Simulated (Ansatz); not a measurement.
Records of electronic-structure calculations.

```cif
data_tepb
_symmetry_space_group_name_H-M 'P 1'
_symmetry_Int_Tables_number 1
_cell_length_a 4.6522
_cell_length_b 4.6476
_cell_length_c 29.5429
_cell_angle_alpha 90.000
_cell_angle_beta 90.000
_cell_angle_gamma 90.000
_cell_volume 638.76
loop_
_atom_site_label
_atom_site_type_symbol
_atom_site_fract_x
_atom_site_fract_y
_atom_site_fract_z
_atom_site_occupancy
Pb1 Pb 0.05021 0.00000 0.36739 1
Te2 Te 0.54979 0.50000 0.37805 1
Pb3 Pb 0.55021 0.50000 0.27574 1
Te4 Te 0.04979 0.00000 0.26508 1
_calc_subject 'TePb (puckered monolayer (GeS type)): spin-orbit coupling beyond the local functionals'
_calc_method 'DFT, HSE06 with spin-orbit coupling, plane waves, PAW (and 1 further level or step)'
_calc_program 'Ansatz 0.2.0'
_calc_settings_of_one_run 'cutoff 420 eV, 4×4×1 k-mesh, default PAW'
_calc_cost '2 runs, 3.1 min in all on 1 × NVIDIA H100 80GB HBM3 (shared by 6 runs) with 2 threads of AMD EPYC 7R13 (Zen 3), shared host (the runs of this entry)'
_calc_notes 'The program’s warnings: device shed. The structure was relaxed with PBE. The lattice is static and excitons are left out.'
_calc_hse06 '1.72 eV'
_calc_hse06_soc '0.97 eV'
```

[Paths, hosts, dates, memory and timing lines, banners, echoed tables and standing remarks are left out of the program output.]

[Logs are printed without paths, hosts, clocks, repeated set-up lines and the standing remarks that a program may print on its own settings, such as how far it seeks lower states.]

[Runs of the session that timed out or met a known fault of the program may be left out.]

[Cells called generated may have been cut or substituted from an entry of the Crystallography Open Database or the Materials Project.]

[Hosts, paths, dates, database ids (printed as entryN), source tags and the programs' standing remarks are cut or masked in the printed files.]
